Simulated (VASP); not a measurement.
# LiCl (Fm-3m) in VASP: further runs

The runs below take LiCl through relaxation of cell and atoms, with LDA, PBE.

Everything below comes from runs of VASP 6.6.1. Logs are shortened: lines on timing, memory, paths and dates and some standing lists are left out, and cuts for length are marked.

### Step 1. Starting point

The structure is cubic, space group Fm-3m (No. 225). The conventional cell has a = 4.960 Å, b = 4.960 Å, c = 4.960 Å, α = 90.00°, β = 90.00°, γ = 90.00°. Li (site symmetry m-3m) is surrounded by 6 Cl at 2.48 Å. Around Cl (site symmetry m-3m) lie 6 Li at 2.48 Å.

### Step 2. Relaxation of cell and atoms, LDA

Contents of INCAR:

```
SYSTEM = LiCl
PREC     = Accurate       ! precision mode
ENCUT    = 600            ! plane-wave cutoff, eV
EDIFF    = 1E-7           ! SCF threshold, eV
ISMEAR   = 0              ! smearing method
SIGMA    = 0.03           ! smearing width, eV
LREAL    = .False.        ! projectors in reciprocal space
LASPH    = .True.         ! aspherical terms in the spheres
NELM     = 80             ! most SCF steps
ALGO     = Normal         ! electronic algorithm
ISIF     = 3              ! what is computed and relaxed
LWAVE    = .False.        ! write WAVECAR
LCHARG   = .False.        ! write CHGCAR
GGA      = CA             ! functional
IBRION   = 2              ! ionic algorithm
NSW      = 90             ! ionic steps
EDIFFG   = -0.005         ! ionic threshold
```

Contents of KPOINTS:

```
regular mesh
0
Gamma
  10 10 10
  0 0 0
```

Contents of POSCAR:

```
LiCl                                    
1.0
   -0.0000000000      2.4800148388      2.4800148388
    2.4800148388     -0.0000000000      2.4800148388
    2.4800148388      2.4800148388     -0.0000000000
  Li              Cl            
     1     1
Direct
     1.0000000000000000    0.0000000000000000    1.0000000000000000
     0.5000000000000000    0.5000000000000000    0.5000000000000000
```

Potentials or basis: VASP PAW LDA potentials, release 64 (Li_sv, Cl).

Command:

```console
> cat potpaw_LDA.64/Li_sv/POTCAR potpaw_LDA.64/Cl/POTCAR > POTCAR
> mpirun -np 1 vasp_std > vasp.out
```

OUTCAR:

```text
SYSTEM = LiCl
   PREC = Accurate
   ENCUT = 600
   EDIFF = 1E-7
   ISMEAR = 0
   LREAL = .False.
   LASPH = .True.
   NELM = 80
   ISIF = 3
   GGA = CA
   IBRION = 2
   NSW = 90
   EDIFFG = -0.005

 ion  position               nearest neighbor table
   1  0.000  0.000  0.000-   2 2.48   2 2.48   2 2.48   2 2.48   2 2.48   2 2.48
   2  0.500  0.500  0.500-   1 2.48   1 2.48   1 2.48   1 2.48   1 2.48   1 2.48

  LATTYP: Found a face centered cubic cell.
 ALAT       =     4.9600296776

  Lattice vectors:

 A1 = (   0.0000000000,   2.4800148388,   2.4800148388)
 A2 = (   2.4800148388,   0.0000000000,   2.4800148388)
 A3 = (   2.4800148388,   2.4800148388,   0.0000000000)

Analysis of symmetry for initial positions (statically):
=====================================================================
 Subroutine PRICEL returns:
 Original cell was already a primitive cell.

 Routine SETGRP: Setting up the symmetry group for a
 face centered cubic supercell.

 Subroutine GETGRP returns: Found 48 space group operations
 (whereof 48 operations were pure point group operations)
 out of a pool of 48 trial point group operations.

The static configuration has the point symmetry O_h .

Analysis of symmetry for dynamics (positions and initial velocities):
=====================================================================
 Subroutine PRICEL returns:
 Original cell was already a primitive cell.

 Routine SETGRP: Setting up the symmetry group for a
 face centered cubic supercell.

 Subroutine GETGRP returns: Found 48 space group operations
 (whereof 48 operations were pure point group operations)
 out of a pool of 48 trial point group operations.

The dynamic configuration has the point symmetry O_h .

 Subroutine INISYM returns: Found 48 space group operations
 (whereof 48 operations are pure point group operations),
 and found     1 'primitive' translations

----------------------------------------------------------------------------------------

                                     Primitive cell

  volume of cell :      30.5065

  direct lattice vectors                    reciprocal lattice vectors
     0.000000000  2.480014839  2.480014839    -0.201611697  0.201611697  0.201611697
     2.480014839  0.000000000  2.480014839     0.201611697 -0.201611697  0.201611697
     2.480014839  2.480014839  0.000000000     0.201611697  0.201611697 -0.201611697

  length of vectors
     3.507270620  3.507270620  3.507270620     0.349201702  0.349201702  0.349201702

  position of ions in fractional coordinates (direct lattice)
     0.000000000  0.000000000  0.000000000
     0.500000000  0.500000000  0.500000000

  ion indices of the primitive-cell ions
   primitive index   ion index
                 1           1
                 2           2

----------------------------------------------------------------------------------------

 KPOINTS: regular mesh

Automatic generation of k-mesh.
 Grid dimensions read from file:
 generate k-points for:   10   10   10

 Generating k-lattice:

  Cartesian coordinates                     Fractional coordinates (reciprocal lattice)
    -0.020161170  0.020161170  0.020161170     0.100000000  0.000000000  0.000000000
     0.020161170 -0.020161170  0.020161170     0.000000000  0.100000000  0.000000000
     0.020161170  0.020161170 -0.020161170     0.000000000  0.000000000  0.100000000

  Length of vectors
     0.034920170  0.034920170  0.034920170

  Shift w.r.t. Gamma in fractional coordinates (k-lattice)
     0.000000000  0.000000000  0.000000000

 Subroutine IBZKPT returns following result:
 ===========================================

 Found     47 irreducible k-points:

 Following reciprocal coordinates:
            Coordinates               Weight
  0.000000  0.000000  0.000000      1.000000
  0.100000  0.000000  0.000000      8.000000
  0.200000  0.000000  0.000000      8.000000
  0.300000  0.000000  0.000000      8.000000
  0.400000  0.000000  0.000000      8.000000
  0.500000  0.000000  0.000000      4.000000
[... 16 lines left out ...]
  0.300000  0.300000  0.000000      6.000000
  0.400000  0.300000  0.000000     24.000000
 [... further k-points ...]
   k-points           NKPTS =     47   k-points in BZ     NKDIM =     47   number of bands    NBANDS=      9
   number of dos      NEDOS =    301   number of ions     NIONS =      2
   total plane-waves  NPLWV =  21952
   dimension x,y,z NGX =    28 NGY =   28 NGZ =   28
   dimension x,y,z NGXF=    56 NGYF=   56 NGZF=   56
   ions per type =               1   1
   NGX,Y,Z   is equivalent  to a cutoff of  13.27, 13.27, 13.27 a.u.
   NGXF,Y,Z  is equivalent  to a cutoff of  26.54, 26.54, 26.54 a.u.
 SYSTEM =  LiCl
   PREC   = accura    normal or accurate (medium, high low for compatibility)
   ISTART =      0    job   : 0-new  1-cont  2-samecut
   ICHARG =      2    charge: 1-file 2-atom 10-const
   ISPIN  =      1    spin polarized calculation?
   LNONCOLLINEAR =      F non collinear calculations
   LSORBIT =      F    spin-orbit coupling
   LASPH  =      T    aspherical Exc in radial PAW
   ENCUT  =  600.0 eV  44.10 Ry    6.64 a.u.   7.00  7.00  7.00*2*pi/ulx,y,z
   NELM   =     80;   NELMIN=  2; NELMDL= -5     # of ELM steps
   EDIFF  = 0.1E-06   stopping-criterion for ELM
   LREAL  =      F    real-space projection
   EDIFFG = -.5E-02   stopping-criterion for IOM
   NSW    =     90    number of steps for IOM
   IBRION =      2    ionic relax: 0-MD 1-quasi-New 2-CG
   NFREE  =      1    steps in history (QN), initial steepest desc. (CG)
   ISIF   =      3    stress and relaxation
   ISYM   =      2    0-nonsym 1-usesym 2-fastsym
   POTIM  = 0.5000    time-step for ionic-motion
   TEBEG  =    0.0;   TEEND  =   0.0 temperature during run
   PSTRESS=    0.0 pullay stress
   NELECT =      10.0000    total number of electrons
   NUPDOWN=      -1.0000    fix difference up-down
   EMIN   =  10.00;   EMAX   =-10.00  energy-range for DOS
   EFERMI =   0.00;   METHOD = LEGACY
   ISMEAR =     0;   SIGMA  =   0.03  broadening in eV -4-tet -1-fermi 0-gaus
   EFERMI_NEDOS =   21; number of points for ismear=-14 and -15
   IALGO  =     38    algorithm
   IMIX   =      4    mixing-type and parameters
     AMIX     =   0.40;   BMIX     =  1.00
     AMIX_MAG =   1.60;   BMIX_MAG =  1.00
  volume/ion in A,a.u.               =      15.25       102.93
  Fermi-wavevector in a.u.,A,eV,Ry     =   1.128783  2.133091 17.335885  1.274152
  Thomas-Fermi vector in A             =   2.265474
   LORBIT       =      0    0 simple, 1 ext, 2 COOP (PROOUT), +10 PAW based schemes
   GGA     = CA    functional components
   LHFCALC =     F    Hartree Fock is set to
   AEXX    =    0.0000 exact exchange contribution
   IVDW    =     0    specifies the selected vdW correction
   LEPSILON=     F    determine dielectric tensor
   LRPA    =     F    only Hartree local field effects (RPA)
 conjugate gradient relaxation of ions
 non-spin polarized calculation
 Gauss-broadening in eV      SIGMA  =   0.03
  energy-cutoff  :      600.00
  volume of cell :       30.51
 maximum number of plane-waves:      1034
   NGX = 13   NGY = 13   NGZ = 13

 number of electron      10.0000000 magnetization

 number of electron       9.9999992 magnetization

 Free energy of the ion-electron system (eV)
  ---------------------------------------------------
  ext. energy  EPLUGINS =         0.00000000
  ---------------------------------------------------
  free energy    TOTEN  =        -8.09588523 eV

  energy without entropy =       -8.09588523  energy(sigma->0) =       -8.09588523

 E-fermi :   1.5510     XC(G=0):  -9.5988

 val. band max:        1.2757075729   @ k =  -0.1000   0.1000   0.0000
 cond. band min:       7.7872641671   @ k =   0.5000   0.0000   0.0000
 fundamental gap:      6.5115565942
 Fermi energy:         1.5510336155

 k-point     1 :       0.0000    0.0000    0.0000
  band No.  band energies     occupation
      1     -41.0646      2.00000
      2     -12.4418      2.00000
      3       1.2714      2.00000
      4       1.2714      2.00000
      5       1.2714      2.00000
      6       7.9042      0.00000
      7      13.0866      0.00000
      8      13.0866      0.00000
      9      13.0866      0.00000

 k-point     2 :       0.1000    0.0000    0.0000
  band No.  band energies     occupation
      1     -41.0643      2.00000
      2     -12.3804      2.00000
      3       0.8547      2.00000
      4       1.2385      2.00000
      5       1.2385      2.00000
      6       8.2295      0.00000
      7      12.4912      0.00000
      8      13.1110      0.00000
      9      13.1110      0.00000

 k-point     3 :       0.2000    0.0000    0.0000
  band No.  band energies     occupation
      1     -41.0630      2.00000
      2     -12.2119      2.00000
      3      -0.0833      2.00000
      4       1.1565      2.00000
      5       1.1565      2.00000
      6       8.6016      0.00000
      7      12.1538      0.00000
      8      12.3227      0.00000
      9      12.3227      0.00000

 k-point     4 :       0.3000    0.0000    0.0000
  band No.  band energies     occupation
      1     -41.0613      2.00000
      2     -11.9864      2.00000
      3      -1.0707      2.00000
      4       1.0623      2.00000
      5       1.0623      2.00000
      6       8.3419      0.00000
      7      11.3495      0.00000
      8      11.3495      0.00000
      9      13.0273      0.00000
[... 205 lines left out ...]
 k-point    22 :      -0.2000    0.2000    0.0000
  band No.  band energies     occupation
      1     -41.0608      2.00000
      2     -11.9004      2.00000
      3      -0.8628      2.00000
      4       0.0548      2.00000
      5       1.1293      2.00000
      6       9.3196      0.00000
      7      11.2726      0.00000
      8      11.3697      0.00000
      9      12.3771      0.00000

 k-point    23 :       0.3000    0.3000    0.0000
  band No.  band energies     occupation
      1     -41.0602      2.00000
      2     -11.8014      2.00000
      3      -1.0312      2.00000
      4       0.3420      2.00000
      5       0.3420      2.00000
      6       9.8995      0.00000
      7       9.9891      0.00000
      8      11.6183      0.00000
      9      14.3316      0.00000

 k-point    24 :       0.4000    0.3000    0.0000
  band No.  band energies     occupation
      1     -41.0592      2.00000
      2     -11.6274      2.00000
      3      -1.5120      2.00000
      4       0.0585      2.00000
      5       0.2186      2.00000
      6       9.5416      0.00000
      7       9.9791      0.00000
      8      12.1768      0.00000
      9      14.1125      0.00000

 [... further k-points ...]

------------------------ aborting loop because EDIFF is reached ----------------------------------------

  FORCE on cell =-STRESS in cart. coord.  units (eV):
  Direction    XX          YY          ZZ          XY          YZ          ZX
  --------------------------------------------------------------------------------------
  -------------------------------------------------------------------------------------
  Total        0.0057409      0.0057409      0.0057409      0.0000000      0.0000000      0.0000000
  in kB        0.3015086      0.3015086      0.3015086      0.0000000      0.0000000      0.0000000
  external PRESSURE =       0.3015086 kB  Pullay stress =       0.0000000 kB

 VOLUME and BASIS-vectors are now :
 -----------------------------------------------------------------------------
  energy-cutoff  :      600.00
  volume of cell :       30.51
      direct lattice vectors                 reciprocal lattice vectors
     0.000000000  2.480014839  2.480014839    -0.201611697  0.201611697  0.201611697
     2.480014839  0.000000000  2.480014839     0.201611697 -0.201611697  0.201611697
     2.480014839  2.480014839  0.000000000     0.201611697  0.201611697 -0.201611697

 POSITION                                       TOTAL-FORCE (eV/Angst)
 -----------------------------------------------------------------------------------
      0.00000      0.00000      0.00000        -0.000000     -0.000000     -0.000000
      2.48001      2.48001      2.48001         0.000000      0.000000      0.000000
 -----------------------------------------------------------------------------------
    total drift:                                0.000000      0.000000      0.000000

  FREE ENERGIE OF THE ION-ELECTRON SYSTEM (eV)
  ---------------------------------------------------
  free  energy   TOTEN  =        -8.0958852312 eV

  energy  without entropy=       -8.0958852312  energy(sigma->0) =       -8.09588523

 reached required accuracy - stopping structural energy minimisation
```

It took 12 s on 1 thread of Intel Xeon Platinum 8259CL at 2.50GHz (Skylake/Cascade Lake), shared host; peak memory 0.14 GiB.

What came out:

| Property | Result |
| --- | --- |
| Free energy | -8.0959 eV |
| Pressure after relaxing | 0.0 GPa |
| Band gap on the k mesh | 6.51 eV, indirect (least direct gap 6.63 eV) |

Final structure:
```cif
data_structure
_symmetry_space_group_name_H-M 'P 1'
_symmetry_Int_Tables_number 1
_cell_length_a 3.5073
_cell_length_b 3.5073
_cell_length_c 3.5073
_cell_angle_alpha 60.000
_cell_angle_beta 60.000
_cell_angle_gamma 60.000
_cell_volume 30.51
loop_
_atom_site_label
_atom_site_type_symbol
_atom_site_fract_x
_atom_site_fract_y
_atom_site_fract_z
_atom_site_occupancy
Li1 Li 0.00000 0.00000 0.00000 1
Cl1 Cl 0.50000 0.50000 0.50000 1
```

Caveat: the cutoff is under 1.25 times the usual one of these potentials, so pressure, stress and relaxed cells hold a basis-set (Pulay) error; the relaxation stopped at its first step, so nothing moved. A k mesh can miss the band edges.

### Step 3. Relaxation of cell and atoms, PBE

This run uses another cell than the first one, of 16.87 Å³/atom, 1.106 times its volume.

Contents of INCAR:

```
PREC     = Accurate       # precision mode
ENCUT    = 600            # plane-wave cutoff, eV
EDIFF    = 1E-6           # SCF threshold, eV
ISMEAR   = 0              # smearing method
SIGMA    = 0.03           # smearing width, eV
LREAL    = False          # projectors in reciprocal space
LASPH    = True           # aspherical terms in the spheres
NELM     = 80             # most SCF steps
ALGO     = Normal         # electronic algorithm
ISIF     = 3              # what is computed and relaxed
LWAVE    = False          # write WAVECAR
LCHARG   = False          # write CHGCAR
GGA      = PE             # functional
IBRION   = 2              # ionic algorithm
NSW      = 90             # ionic steps
EDIFFG   = -0.01          # ionic threshold
```

Contents of KPOINTS:

```
Automatic mesh
0
Gamma
  10 10 10
```

Contents of POSCAR:

```
LiCl
1.0
    0.0000000000      2.5647700000      2.5647700000
    2.5647700000      0.0000000000      2.5647700000
    2.5647700000      2.5647700000      0.0000000000
Li Cl
1 1
Direct
    0.0000000000      0.0000000000      0.0000000000
    0.5000000000      0.5000000000      0.5000000000
```

Potentials or basis: VASP PAW PBE potentials, release 64 (Li_sv, Cl).

Command:

```console
> cat potpaw_PBE.64/Li_sv/POTCAR potpaw_PBE.64/Cl/POTCAR > POTCAR
> mpirun -np 1 vasp_std > vasp.out
```

Wall time 24 s (1 thread of Intel Xeon Platinum 8488C (Sapphire Rapids), shared host); peak memory 0.16 GiB.

Results (log left out):

```
Free energy                            : -7.3857 eV
Relaxed volume                         : 17.02 Å³/atom
Relaxed cell                           : a = 3.638 Å, b = 3.638 Å, c = 3.638 Å, α = 60.00°, β = 60.00°, γ = 60.00°
Space group after relaxing (to 0.05 Å) : Fm-3m (No. 225)
Energy gained by relaxing              : 0.1 meV/atom
Ionic steps                            : 4
Pressure after relaxing                : 0.0 GPa
Band gap on the k mesh                 : 6.29 eV, direct
```

Step by step:
| step | energy change (eV) | largest force (eV/Å) | pressure (GPa) | volume (Å³) |
| --- | --- | --- | --- | --- |
| 1 | 0.0000 | 0.0000 | 0.30 | 33.74 |
| 2 | -0.0002 | 0.0000 | 0.14 | 33.90 |
| 3 | -0.0002 | 0.0000 | -0.15 | 34.20 |
| 4 | -0.0003 | 0.0000 | 0.00 | 34.04 |

Final structure:
```
Li Cl
1.0
     0.00000    2.57241    2.57241
     2.57241    0.00000    2.57241
     2.57241    2.57241    0.00000
Li Cl
1 1
Direct
  0.00000 0.00000 0.00000
  0.50000 0.50000 0.50000
```

Levels at points of the mesh, in eV from the valence-band top:
| k point | band 2 | band 3 | band 4 | band 5 | band 6 | band 7 | band 8 | band 9 |
| --- | --- | --- | --- | --- | --- | --- | --- | --- |
| (0.00, 0.00, 0.00) | -13.37 | 0.00 | 0.00 | 0.00 | 6.29 | 11.93 | 11.93 | 11.93 |
| (0.50, 0.00, 0.00) | -12.81 | -2.78 | -0.25 | -0.25 | 6.75 | 9.50 | 9.50 | 12.88 |
| (0.50, 0.50, 0.00) | -12.57 | -2.85 | -1.08 | -1.08 | 7.87 | 8.31 | 12.36 | 14.05 |

Caveat: the cutoff is under 1.25 times the usual one of these potentials, so pressure, stress and relaxed cells hold a basis-set (Pulay) error. A k mesh can miss the band edges.

### Step 4. Relaxation of cell and atoms, PBE

This run uses another cell than the first one, of 17.02 Å³/atom, 1.116 times its volume.

Changes to INCAR since step 3:

```diff
@@ -2,3 +2,3 @@
 ENCUT    = 600            # plane-wave cutoff, eV
-EDIFF    = 1E-6           # SCF threshold, eV
+EDIFF    = 1E-7           # SCF threshold, eV
 ISMEAR   = 0              # smearing method
@@ -15,2 +15,2 @@
 NSW      = 90             # ionic steps
-EDIFFG   = -0.01          # ionic threshold
+EDIFFG   = -0.005         # ionic threshold
```

KPOINTS is that of step 3.

Contents of POSCAR:

```
LiCl                                    
1.0
   -0.0000000000      2.5724098370      2.5724098370
    2.5724098370     -0.0000000000      2.5724098370
    2.5724098370      2.5724098370      0.0000000000
  Li              Cl            
     1     1
Direct
     0.0000000000000000    0.0000000000000000    0.0000000000000000
     0.5000000000000000    0.5000000000000000    0.5000000000000000
```

Command:

```console
> cat potpaw_PBE.64/Li_sv/POTCAR potpaw_PBE.64/Cl/POTCAR > POTCAR
> mpirun -np 1 vasp_std > vasp.out
```

It took 12 s on 1 thread of Intel Xeon Platinum 8488C (Sapphire Rapids), shared host; peak memory 0.16 GiB.

The run converged. Its results:

```
Free energy             : -7.3859 eV
Pressure after relaxing : 0.0 GPa
Band gap on the k mesh  : 6.29 eV, direct
```

Final structure:
```
CELL_PARAMETERS angstrom
0.00000 2.57241 2.57241
2.57241 0.00000 2.57241
2.57241 2.57241 0.00000
ATOMIC_POSITIONS crystal
Li 0.00000 0.00000 0.00000
Cl 0.50000 0.50000 0.50000
```

Levels at points of the mesh, in eV from the valence-band top:
```csv
k point,band 1,band 2,band 3,band 4,band 5,band 6,band 7,band 8,band 9
"(0.00, 0.00, 0.00)",-43.54,-13.37,0.00,0.00,0.00,6.29,11.93,11.93,11.93
"(0.50, 0.00, 0.00)",-43.53,-12.81,-2.78,-0.25,-0.25,6.75,9.50,9.50,12.88
"(0.50, 0.50, 0.00)",-43.53,-12.57,-2.85,-1.08,-1.08,7.86,8.31,12.36,14.05
```

Caveat: the cutoff is under 1.25 times the usual one of these potentials, so pressure, stress and relaxed cells hold a basis-set (Pulay) error; the relaxation stopped at its first step, so nothing moved. A k mesh can miss the band edges.
